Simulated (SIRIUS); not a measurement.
# Ti (P-1) in SIRIUS: convergence with smearing width

Aim: find how far smearing width must go before the results for Ti settle, at PBE. This setting moves, with any that are tied to it; all else stays.

Program: SIRIUS 7.10.0. These are calculated values, not measurements. Logs are shortened: lines on timing, memory, paths and dates and some standing lists are left out, and cuts for length are marked. The log counts tension as positive stress, the text compression.

**1. The cell of the first run**

The typed cell holds 2 atoms: a = 2.950 Å, b = 2.950 Å, c = 4.680 Å, α = 90.00°, β = 90.00°, γ = 120.00°.

The cell isn't the ideal one: atoms moved at random, drawn with an rms of 0.05 Å.

**2. With smearing width 0.4 eV**

Contents of sirius.json:

```json
{
  "control": {
    "processing_unit": "cpu",
    "verbosity": 2,
    "num_bands_to_print": 20,
    "print_forces": true,
    "print_stress": true
  },
  "parameters": {
    "electronic_structure_method": "pseudopotential",
    "xc_functionals": ["XC_GGA_X_PBE", "XC_GGA_C_PBE"],
    "gk_cutoff": 6.4,
    "pw_cutoff": 20.0,
    "ngridk": [5, 5, 3],
    "shiftk": [0, 0, 0],
    "smearing": "cold",
    "smearing_width": 0.0146997289,
    "num_bands": 20,
    "num_mag_dims": 0,
    "num_dft_iter": 100,
    "energy_tol": 1e-08,
    "density_tol": 1e-06
  },
  "iterative_solver": {
    "type": "davidson",
    "min_tolerance": 1e-10
  },
  "mixer": {
    "type": "anderson",
    "beta": 0.7,
    "max_history": 8
  },
  "settings": {
    "tol_ne": 1e-10
  },
  "unit_cell": {
    "lattice_vectors": [
      [1.0, 0.0, 0.0],
      [-0.5, 0.866025403797, 0.0],
      [0.0, 0.0, 1.586440677966]
    ],
    "lattice_vectors_scale": 5.5746920676,
    "atom_coordinate_units": "lattice",
    "atom_types": ["Ti"],
    "atom_files": {
      "Ti": "Ti.json"
    },
    "atoms": {
      "Ti": [
        [0.686162, 0.32688, 0.748487],
        [0.337973, 0.672908, 0.24873]
      ]
    }
  }
}
```

Potentials or basis: GBRV 1.5 PBE (ultrasoft).

Started as:

```console
> upf_to_json ti_pbe_v1.4.uspp.F.UPF
> OMP_NUM_THREADS=1 sirius.scf --input=sirius.json --output=out.json --task=0
```

Wall time 28 s (1 thread of Arm Neoverse V1, shared host); peak memory 0.28 GiB.

What came out:

```
Free energy            : -3244.9814 eV
Pressure               : -1.6 GPa
Largest force          : 0.121 eV/Å
Band gap on the k mesh : none (metal or under the smearing width)
```

**3. With smearing width 0.3 eV**

Changes to sirius.json since step 2:

```diff
@@ -16,3 +16,3 @@
     "smearing": "cold",
-    "smearing_width": 0.0146997289,
+    "smearing_width": 0.0110247967,
     "num_bands": 20,
@@ -37,7 +37,6 @@
     "lattice_vectors": [
-      [1.0, 0.0, 0.0],
-      [-0.5, 0.866025403797, 0.0],
-      [0.0, 0.0, 1.586440677966]
+      [5.574692067646, 0.0, 0.0],
+      [-2.787346033823, 4.827824948925, 0.0],
+      [0.0, 0.0, 8.843918263249]
     ],
-    "lattice_vectors_scale": 5.5746920676,
     "atom_coordinate_units": "lattice",
```

Potentials or basis: GBRV 1.5 PBE (ultrasoft).

Started as:

```console
> upf_to_json ti_pbe_v1.4.uspp.F.UPF
> OMP_NUM_THREADS=1 sirius.scf --input=sirius.json --output=out.json --task=0
```

Run time: 28 s. Hardware: 1 thread of Arm Neoverse V1, shared host; peak memory 0.28 GiB.

It converged, with:

```
Free energy            : -3244.9806 eV
Pressure               : -1.5 GPa
Largest force          : 0.110 eV/Å
Band gap on the k mesh : none (metal or under the smearing width)
```

**4. With smearing width 0.2 eV**

Changes to sirius.json since step 3:

```diff
@@ -16,3 +16,3 @@
     "smearing": "cold",
-    "smearing_width": 0.0110247967,
+    "smearing_width": 0.0073498644,
     "num_bands": 20,
```

Started as:

```console
> upf_to_json ti_pbe_v1.4.uspp.F.UPF
> OMP_NUM_THREADS=1 sirius.scf --input=sirius.json --output=out.json --task=0
```

Wall time 28 s (1 thread of Arm Neoverse V1, shared host); peak memory 0.28 GiB.

Results (log left out):

| Property | Result |
| --- | --- |
| Free energy | -3244.9701 eV |
| Pressure | -1.7 GPa |
| Largest force | 0.105 eV/Å |
| Band gap on the k mesh | none (metal or under the smearing width) |

**5. With smearing width 0.136 eV**

Changes to sirius.json since step 4:

```diff
@@ -16,3 +16,3 @@
     "smearing": "cold",
-    "smearing_width": 0.0073498644,
+    "smearing_width": 0.0049979078,
     "num_bands": 20,
```

Started as:

```console
> upf_to_json ti_pbe_v1.4.uspp.F.UPF
> OMP_NUM_THREADS=1 sirius.scf --input=sirius.json --output=out.json --task=0
```

It took 28 s on 1 thread of Arm Neoverse V1, shared host; peak memory 0.28 GiB.

The run converged. Its results:

* Free energy: -3244.9658 eV
* Pressure: -1.7 GPa
* Largest force: 0.107 eV/Å
* Band gap on the k mesh: none (metal or under the smearing width)

**6. With smearing width 0.1 eV**

Changes to sirius.json since step 5:

```diff
@@ -16,3 +16,3 @@
     "smearing": "cold",
-    "smearing_width": 0.0049979078,
+    "smearing_width": 0.0036749322,
     "num_bands": 20,
```

Potentials or basis: GBRV 1.5 PBE (ultrasoft).

Started as:

```console
> upf_to_json ti_pbe_v1.4.uspp.F.UPF
> OMP_NUM_THREADS=1 sirius.scf --input=sirius.json --output=out.json --task=0
```

Wall time 28 s (1 thread of Arm Neoverse V1, shared host); peak memory 0.28 GiB.

Results (log left out):

```
Free energy            : -3244.9646 eV
Pressure               : -1.7 GPa
Largest force          : 0.104 eV/Å
Band gap on the k mesh : none (metal or under the smearing width)
```

**7. With smearing width 0.05 eV**

Changes to sirius.json since step 6:

```diff
@@ -16,3 +16,3 @@
     "smearing": "cold",
-    "smearing_width": 0.0036749322,
+    "smearing_width": 0.0018374661,
     "num_bands": 20,
@@ -37,6 +37,7 @@
     "lattice_vectors": [
-      [5.574692067646, 0.0, 0.0],
-      [-2.787346033823, 4.827824948925, 0.0],
-      [0.0, 0.0, 8.843918263249]
+      [1.0, 0.0, 0.0],
+      [-0.5, 0.866025403797, 0.0],
+      [0.0, 0.0, 1.586440677966]
     ],
+    "lattice_vectors_scale": 5.5746920676,
     "atom_coordinate_units": "lattice",
```

Started as:

```console
> upf_to_json ti_pbe_v1.4.uspp.F.UPF
> OMP_NUM_THREADS=1 sirius.scf --input=sirius.json --output=out.json --task=0
```

Run time: 28 s. Hardware: 1 thread of Arm Neoverse V1, shared host; peak memory 0.28 GiB.

Results (log left out):

```yaml
Free_energy: -3244.9641 eV
Pressure: -1.8 GPa
Largest_force: 0.095 eV/Å
Band_gap_on_the_k_mesh: none (metal or under the smearing width)
```

**8. With smearing width 0.025 eV**

Changes to sirius.json since step 7:

```diff
@@ -16,3 +16,3 @@
     "smearing": "cold",
-    "smearing_width": 0.0018374661,
+    "smearing_width": 0.0009187331,
     "num_bands": 20,
@@ -37,7 +37,6 @@
     "lattice_vectors": [
-      [1.0, 0.0, 0.0],
-      [-0.5, 0.866025403797, 0.0],
-      [0.0, 0.0, 1.586440677966]
+      [5.574692067646, 0.0, 0.0],
+      [-2.787346033823, 4.827824948925, 0.0],
+      [0.0, 0.0, 8.843918263249]
     ],
-    "lattice_vectors_scale": 5.5746920676,
     "atom_coordinate_units": "lattice",
```

Started as:

```console
> upf_to_json ti_pbe_v1.4.uspp.F.UPF
> OMP_NUM_THREADS=1 sirius.scf --input=sirius.json --output=out.json --task=0
```

Run time: 27 s. Hardware: 1 thread of Arm Neoverse V1, shared host; peak memory 0.28 GiB.

Results (log left out):

| Quantity | Value |
| --- | --- |
| Free energy | -3244.9631 eV |
| Pressure | -1.8 GPa |
| Largest force | 0.101 eV/Å |
| Band gap on the k mesh | none (metal or under the smearing width) |

**9. With smearing width 0.01 eV**

Changes to sirius.json since step 8:

```diff
@@ -16,3 +16,3 @@
     "smearing": "cold",
-    "smearing_width": 0.0009187331,
+    "smearing_width": 0.0003674932,
     "num_bands": 20,
@@ -37,6 +37,7 @@
     "lattice_vectors": [
-      [5.574692067646, 0.0, 0.0],
-      [-2.787346033823, 4.827824948925, 0.0],
-      [0.0, 0.0, 8.843918263249]
+      [1.0, 0.0, 0.0],
+      [-0.5, 0.866025403797, 0.0],
+      [0.0, 0.0, 1.586440677966]
     ],
+    "lattice_vectors_scale": 5.5746920676,
     "atom_coordinate_units": "lattice",
```

Potentials or basis: GBRV 1.5 PBE (ultrasoft).

Started as:

```console
> upf_to_json ti_pbe_v1.4.uspp.F.UPF
> OMP_NUM_THREADS=1 sirius.scf --input=sirius.json --output=out.json --task=0
```

Log:

```text
[info] SIRIUS version : 7.10.0
[info] number of MPI ranks           : 1
[info] MPI grid                      : 1 1
[info] maximum number of OMP threads : 1
[fft] FFT context for density and potential
[fft] =====================================
[fft]   comm size                             : 1
[fft]   plane wave cutoff                     : 20
[fft]   grid size                             : 40 40 60   total : 96000
[fft]   grid limits                           : -19 20   -19 20   -29 30
[fft]   number of G-vectors within the cutoff : 16094
[fft]   local number of G-vectors             : 16094
[fft]   number of G-shells                    : 1663
[fft] FFT context for coarse grid
[fft] =====================================
[fft]   comm size                             : 1
[fft]   plane wave cutoff                     : 12.8
[fft]   grid size                             : 25 25 40   total : 25000
[fft]   grid limits                           : -12 12   -12 12   -19 20
[fft]   number of G-vectors within the cutoff : 4195
[fft]   local number of G-vectors             : 4195
[fft]   number of G-shells                    : 485
[unit cell] lattice vectors
[unit cell]   a1 :       5.5746920676      0.0000000000      0.0000000000
[unit cell]   a2 :      -2.7873460338      4.8278249489      0.0000000000
[unit cell]   a3 :       0.0000000000      0.0000000000      8.8439182632
[unit cell] reciprocal lattice vectors
[unit cell]   b1 :       1.1270910090      0.6507262974     -0.0000000000
[unit cell]   b2 :       0.0000000000      1.3014525948      0.0000000000
[unit cell]   b3 :       0.0000000000     -0.0000000000      0.7104526659
[unit cell] unit cell volume :       238.02200974 [a.u.^3]
[unit cell] 1/sqrt(omega)    :         0.06481738
[unit cell] MT volume        :         0.00000000 ( 0.00%)
[unit cell] IT volume        :       238.02200974 (100.00%)
[unit cell] number of atom types : 1
[unit cell] type id : 0 symbol : Ti mt_radius : 203.514378 num_atoms : 2
[unit cell] total number of atoms : 2
[unit cell] number of symmetry classes : 1
[unit cell] number of PAW atoms : 0
[unit cell] atom id  type id  class id             position                      vector_field
[... 422 lines left out ...]
[ground_state] -20775.264928  -15.403367   -0.155842
[ground_state]   -15.403367-20793.828850    0.083091
[ground_state]    -0.155842    0.083091-20625.699881
[ground_state] === stress_har ===
[ground_state] -9794.559948 -148.212850    0.162480
[ground_state]  -148.212850-9949.938578   -0.080772
[ground_state]     0.162480   -0.080772-10489.862642
[ground_state] === stress_ewald ===
[ground_state] 35412.501342 -276.276838    0.526513
[ground_state]  -276.27683835123.821715   -0.265227
[ground_state]     0.526513   -0.26522733957.558011
[ground_state] === stress_vloc ===
[ground_state] -3641.811494  425.554705   -0.557207
[ground_state]   425.554705-3195.105921    0.277935
[ground_state]    -0.557207    0.277935-1697.602043
[ground_state] === stress_xc ===
[ground_state]  2155.969384   -0.606592   -0.001476
[ground_state]    -0.606592 2155.314397    0.000819
[ground_state]    -0.001476    0.000819 2155.162394
[ground_state] === stress_core ===
[ground_state]  4533.117445   -0.036251    0.000585
[ground_state]    -0.036251 4533.115795   -0.000264
[ground_state]     0.000585   -0.000264 4528.046903
[ground_state] === stress_nonloc ===
[ground_state]  -377.139636    5.620338    0.014707
[ground_state]     5.620338 -370.972065   -0.008173
[ground_state]     0.014707   -0.008173 -375.450898
[ground_state] === stress_us ===
[ground_state] -7494.671086   -1.158350   -0.022079
[ground_state]    -1.158350-7496.476911    0.011124
[ground_state]    -0.022079    0.011124-7422.745449
[ground_state] === stress_us_nl ===
[ground_state] -7871.810723    4.461988   -0.007372
[ground_state]     4.461988-7867.448977    0.002951
[ground_state]    -0.007372    0.002951-7798.196347
[ground_state] === stress_total ===
[ground_state]    18.141079  -10.519205   -0.032319
[ground_state]   -10.519205    5.929581    0.018533
[ground_state]    -0.032319    0.018533   29.406396
[ground_state] ==== total Forces in Ha/bohr =====
[ground_state] atom:    0, force:      -0.0017334      0.0008632      0.0000345
[ground_state] atom:    1, force:       0.0017334     -0.0008632     -0.0000345
[ground_state] ==== ultrasoft contribution from Qij =====
[ground_state] atom:    0, force:       0.0017922     -0.0009434     -0.0002834
[ground_state] atom:    1, force:      -0.0017922      0.0009434      0.0002834
[ground_state] ==== non-local contribution from Beta-projector =====
[ground_state] atom:    0, force:       0.0013263     -0.0006944      0.0001553
[ground_state] atom:    1, force:      -0.0013263      0.0006944     -0.0001553
[ground_state] ==== contribution from local potential =====
[ground_state] atom:    0, force:       0.0386965     -0.0194576     -0.0145102
[ground_state] atom:    1, force:      -0.0386965      0.0194576      0.0145102
[ground_state] ==== contribution from core density =====
[ground_state] atom:    0, force:      -0.0001084      0.0000589      0.0000305
[ground_state] atom:    1, force:       0.0001084     -0.0000589     -0.0000305
[ground_state] ==== Ewald forces from ions =====
[ground_state] atom:    0, force:      -0.0434401      0.0218996      0.0146423
[ground_state] atom:    1, force:       0.0434401     -0.0218996     -0.0146423
[~DFT_ground_state] local op. applied: 28744
[~DFT_ground_state] evp. work count: 5826.46
[~DFT_ground_state] number of iterative solver steps: 1150
```

Run time: 26 s. Hardware: 1 thread of Arm Neoverse V1, shared host; peak memory 0.28 GiB.

Results:

```
Free energy            : -3244.9622 eV
Pressure               : -1.8 GPa
Largest force          : 0.100 eV/Å
Band gap on the k mesh : none (metal or under the smearing width)
```

**10. Summary**

```csv
smearing width,energy less the tightest run (meV/atom),pressure (GPa),largest force (eV/Å),SCF cycles,CPU time (s),peak memory (GiB)
0.4 eV,-9.58,-1.58,0.121,21,28,0.28
0.3 eV,-9.19,-1.51,0.110,21,28,0.28
0.2 eV,-3.93,-1.65,0.105,21,28,0.28
0.136 eV,-1.79,-1.72,0.107,21,28,0.28
0.1 eV,-1.20,-1.74,0.104,21,28,0.28
0.05 eV,-0.93,-1.75,0.095,21,28,0.28
0.025 eV,-0.43,-1.75,0.101,21,27,0.28
0.01 eV,0.00,-1.78,0.100,19,26,0.28
```

Against the tightest run, the energy stays within 1 meV/atom from 0.05 eV on; the pressure stays within 0.1 GPa from 0.136 eV on; the largest force stays within 0.005 eV/Å from 0.1 eV on. Narrower smearing needs a denser k mesh, so at a fixed mesh the narrowest width isn't the most accurate. The tightest run that finished is the yardstick and may itself not be fully converged.

Caveats: all runs use coarse meshes.
